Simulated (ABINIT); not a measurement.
An input for ABINIT 10.8.3 (NaI (Fm-3m)):

```
acell 3*1.0 Angstrom
rprim 
  0.000000000000 3.236400000000 3.236400000000
  3.236400000000 -0.000000000000 3.236400000000
  3.236400000000 3.236400000000 -0.000000000000
ntypat 2
znucl 11 53
natom 2
typat 1 2
xred 
  0.000000000000 0.000000000000 0.000000000000
  0.500000000000 0.500000000000 0.500000000000
pp_dirpath "pseudos"
pseudos "Na.upf, I.upf"
ecut 38
nspinor 2
ngkpt 4 4 4
nshiftk 1
shiftk 0 0 0
kptopt 1
chksymbreak 0
nband 26
occopt 1
tolvrs 1e-10
nstep 60
prtwf 0
optforces 0
optstress 0
indata_prefix "in"
outdata_prefix "out"
tmpdata_prefix "tmp"
```

```sh
OMP_NUM_THREADS=1 mpirun -n 4 abinit run.abi > log
```

Q: Estimate wall time and host memory on 4 MPI ranks of Arm Neoverse V1, shared host.

It took 26 s; on shared hardware allow 13 s to 51 s. Peak host memory was 0.42 GiB.

[Paths, hosts, dates, memory and timing lines, banners, echoed tables and standing remarks are left out of the program output.]

[Logs are printed without paths, hosts, clocks, repeated set-up lines and the standing remarks that a program may print on its own settings, such as how far it seeks lower states.]

[Runs of the session that timed out or met a known fault of the program may be left out.]

[Hosts, paths, dates, database ids (printed as entryN), source tags and the programs' standing remarks are cut or masked in the printed files.]

[G0W0 gaps are taken among the corrected bands and points alone; a level outside them can change the order at an edge.]

[Where Ansatz stands beside ABINIT at settings called matched, ABINIT's density can come from a denser mesh and the files from another edition; pairs whose starting gaps differed by over 0.03 eV were left out, so agreement reads better than it is.]
